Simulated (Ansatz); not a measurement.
Runs of Ansatz 0.2.0 on TiSi. Symmetry: Cmmm, No. 65, orthorhombic system. Conventional cell: a = 3.632 Å, b = 4.235 Å, c = 3.804 Å, α = 90.00°, β = 90.00°, γ = 90.00°. Ti (site symmetry mmm) is surrounded by 8 Si at 2.63 to 2.85 Å and 4 Ti at 2.79 Å. Around Si (site symmetry mmm) lie 8 Ti at 2.63 to 2.85 Å and 4 Si at 2.79 Å. The cell comes from a database or a generator and needn't be the stable form of this composition.

| task | potentials or basis | k mesh | cutoff (eV) | smearing | basis error allowed | mesh quality | gap on the mesh (eV) | pressure (GPa) |
| --- | --- | --- | --- | --- | --- | --- | --- | --- |
| elastic constants | all-electron LAPW, scalar-relativistic | 8 × 8 × 5 | 253 | fermi-dirac 0.05 eV | 0.001 eV/atom | coarse | none | -4.1 |
| single point | all-electron LAPW, scalar-relativistic | 6 × 6 × 4 | 239 | fermi-dirac 0.03 eV | 0.001 eV/atom | coarse | none | -4.5 |
| phonons | all-electron LAPW, scalar-relativistic | 10 × 10 × 7 | 253 | fermi-dirac 0.05 eV | 0.001 eV/atom | not flagged | none | - |
| density of states | all-electron PAW datasets made for the crystal | 10 × 10 × 7 | 280 | fermi-dirac 0.05 eV | - | not flagged | none | (a) |

Alike in all rows: level PBEsol; no spin polarisation; cell as given.

Problem. Fill in the values left out.

Solution. (a) -4.3.

Caveats: some runs use coarse meshes; the k mesh is thin for a metal, which can move the energy by tens of meV per atom (some runs); a metal's response needs a denser mesh (some runs); the cell is more than 3 GPa from zero pressure, which shifts response properties (some runs); the elastic tensor has a negative eigenvalue, so either the cell is unstable as it stands or the mesh is too thin (some runs); the program warned that the printed levels may be off, so bands, gaps and densities of states are rough (some runs).

A gap of «none» marks a metal or a gap under the smearing width.

The runs don't all hold the same shells in valence.
